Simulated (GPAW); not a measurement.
Runs of GPAW 26.7.0 on NiO. It takes space group Fm-3m (No. 225, cubic). Conventional cell: a = 4.172 Å, b = 4.172 Å, c = 4.172 Å, α = 90.00°, β = 90.00°, γ = 90.00°. Ni (site symmetry m-3m) is surrounded by 6 O at 2.09 Å. Around O (site symmetry m-3m) lie 6 Ni at 2.09 Å. 

| task | level | potentials or basis | U | cutoff (eV) | data set | band path | band points | grid spacing | gap on the mesh (eV) | pressure (GPa) | moment (μB) |
| --- | --- | --- | --- | --- | --- | --- | --- | --- | --- | --- | --- |
| band structure | PBE | GPAW PAW data sets (gpaw-data 1.2.1), fd | - | - | - | GXWKGLUWLK,UX | 100 | 0.16 Å | - | - | 1.80 |
| band structure | SOGGA | PAW data sets generated in the run's folder for this functional, pw | - | 800 | - | GXWKGLUWLK,UX | 60 | - | - | -6.0 | (b) |
| band structure | PBE+U | GPAW PAW data sets (gpaw-data 1.2.1), pw | Ni d U = 1 eV | 800 | - | GXWKGLUWLK,UX | 60 | - | - | 2.0 | 0.00 |
| band structure | LDA | JTH PAW 2.0, LDA, pw | - | 800 | Ni jth, O jth | GXWKGLUWLK,UX | 60 | - | - | (a) | 0.71 |
| band structure | r2SCAN | GPAW PAW data sets (gpaw-data 1.2.1), pw | - | 800 | - | GXWKGLUWLK,UX | 60 | - | 0.69 | (c) | 2.00 |
| band structure | SCAN | GPAW PAW data sets (gpaw-data 1.2.1), pw | - | 800 | - | GXWKGLUWLK,UX | 100 | - | 0.62 | 6.6 | 2.00 |
| band structure | PBE | GPAW PAW data sets (gpaw-data 1.2.1), pw | - | 800 | - | GXWKGLUWLK,UX | 100 | - | - | 10.5 | 1.79 |

Alike in all rows: spin collinear, ferromagnetic start; cell as given; k mesh 8 × 8 × 8; smearing fermi-dirac 0.05 eV.

**Question.** Estimate the missing entries.

**Answer.** (a) -28.0; (b) 1.06; (c) 8.4.

Caveats: a cell with one magnetic atom can't hold antiferromagnetic order, which such compounds often take (some runs); the stock nickel data set gives pressures a few GPa off other programs (some runs); semilocal functionals often make such compounds metallic where correlation or magnetic order opens a gap, which also shifts bond lengths (some runs); the PAW data sets were made with another functional, which shifts forces and pressure a little (some runs); the run has no moments, though such compounds are often magnetic (some runs); a magnetic state may lie lower (some runs).

The runs don't all hold the same shells in valence.
